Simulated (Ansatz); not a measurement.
**CaSe (rocksalt): gap against strain (xy shear, engineering strain (angle))**

CaSe in the rocksalt structure, relaxed with r2SCAN in the plane-wave code Ansatz, then strained (xy shear, engineering strain (angle); angles, axes as in the cell below) with the atoms relaxed again within the symmetry that is left. Space group Fm-3m (No. 225), cubic; conventional cell a = 5.935 Å, 26.13 Å³ an atom. Around Ca lie 6 Se at 2.97 Å; around Se lie 6 Ca at 2.97 Å. Spin-unpolarised throughout; all numbers are computed.

```
Ca Se
1.0
     0.00000    2.96754    2.96754
     2.96754    0.00000    2.96754
     2.96754    2.96754    0.00000
Ca Se
1 1
Direct
  0.00000 0.00000 0.00000
  0.50000 0.50000 0.50000
```

Gaps are the least over each mesh (PBE 8×8×8, r2SCAN 8×8×8, HSE06 6×6×6 when unstrained) and the special points, which keep their unstrained names; stress is the change from the unstrained cell, compression positive.

```csv
strain (%),"gap, PBE (eV)","gap, r2SCAN (eV)","gap, HSE06 (eV)","edges, HSE06","xy stress, r2SCAN (GPa)","energy rise, r2SCAN (meV/atom)"
-2.6,1.978,2.436,2.915,Γ → X,+0.77,1.6
-1.0,2.028,2.487,2.968,Γ → X,+0.30,0.2
0.0,2.057,2.518,2.999,Γ → X,0.00,0.0
+1.12,2.024,2.484,2.964,Γ → X,-0.33,0.3
```

Spin-orbit coupling is left out.

The meshes of the hybrids are coarse, so their gaps aren't converged to the digits shown.
